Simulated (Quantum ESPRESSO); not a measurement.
The system is Ag.

```
Ag
1.0
     0.00000    2.04275    2.04275
     2.04275    0.00000    2.04275
     2.04275    2.04275    0.00000
Ag
1
Cartesian
  0.0000 0.0000 0.0000
```

| Property | Result |
| --- | --- |
| Program | Quantum ESPRESSO 7.5 |
| Task | relaxation of cell and atoms |
| Functional | revPBE |
| Dispersion | rVV10 |
| Potentials or basis | PseudoDojo 0.4.1 SR PBE standard |
| Cutoff | 1116 eV |
| Density cutoff | 4463 eV |
| k mesh | 11 × 11 × 11 |
| Occupations | fermi-dirac, width 0.05 eV |
| Spin | no spin polarisation |

At the start: pressure 2.0 GPa; volume 17.05 Å³/atom.

Where does the relaxation end?

Over 3 steps the energy falls by 2.4 meV/atom and the volume is 17.37 Å³/atom (+1.9 %); space group Fm-3m (No. 225, to 0.05 Å).

The path:
| step | energy change (eV) | largest force (eV/Å) | pressure (GPa) | volume (Å³) |
| --- | --- | --- | --- | --- |
| 1 | 0.0000 | 0.0000 | 2.05 | 17.05 |
| 2 | -0.0017 | 0.0000 | 1.02 | 17.21 |
| 3 | -0.0024 | 0.0000 | 0.04 | 17.37 |

Final structure:
```yaml
crystal:
  lattice:
    - [0.00000, 2.05562, 2.05562]
    - [2.05562, 0.00000, 2.05562]
    - [2.05562, 2.05562, 0.00000]
  atoms:
    - { symbol: Ag, position: [0.00000, 0.00000, 0.00000] }
```

Caveat: the potentials were made for another functional, which shifts forces and pressure; rVV10's parameter b was fitted to another functional.
